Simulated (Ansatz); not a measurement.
**TaN under changes of volume**

One of the cells (10.813 Å³/atom); the others are scaled copies at fixed shape and fractional positions:

```
CELL_PARAMETERS angstrom
0.00000 2.21132 2.21132
2.21132 0.00000 2.21132
2.21132 2.21132 0.00000
ATOMIC_POSITIONS crystal
Ta 0.50000 0.50000 0.50000
N 0.00000 0.00000 0.00000
```

The cell comes from a database or a generator and needn't be the stable form of this composition.

* Program: Ansatz 0.2.0
* Functional: PBE
* Potentials or basis: JTH PAW
* Cutoff: 1320 eV (not typed: the program's choice for these potentials)
* k mesh: 10 × 10 × 10
* Occupations: fermi-dirac, width 0.05 eV
* Spin: no spin polarisation

| volume (Å³/atom) | energy over the lowest point (meV/atom) | pressure (GPa) |
| --- | --- | --- |
| 10.164 | 38.23 | 21.6 |
| 10.381 | 14.93 | 13.1 |
| 10.597 | 2.56 | 5.4 |
| 10.813 | 0.00 | -1.4 |
| 11.030 | 6.22 | -7.6 |
| 11.246 | 20.31 | -13.1 |
| 11.462 | ? | ? |

Task: What does the run at 11.462 Å³/atom give?

Result: Energy over the lowest point 41.45 meV/atom; pressure -18.1 GPa.

Worked out: A Birch-Murnaghan fit of order 3 (a polynomial in V^(-2/3)) to the other rows has its minimum at 10.77 Å³/atom with B0 = V·E''(V) = 331 GPa and B' = 4.3. It gives 41.49 meV/atom at 11.462 Å³/atom, against the run's 41.45, and -dE/dV = -18.2 GPa, against -18.1.

Energies are extrapolated to zero smearing.
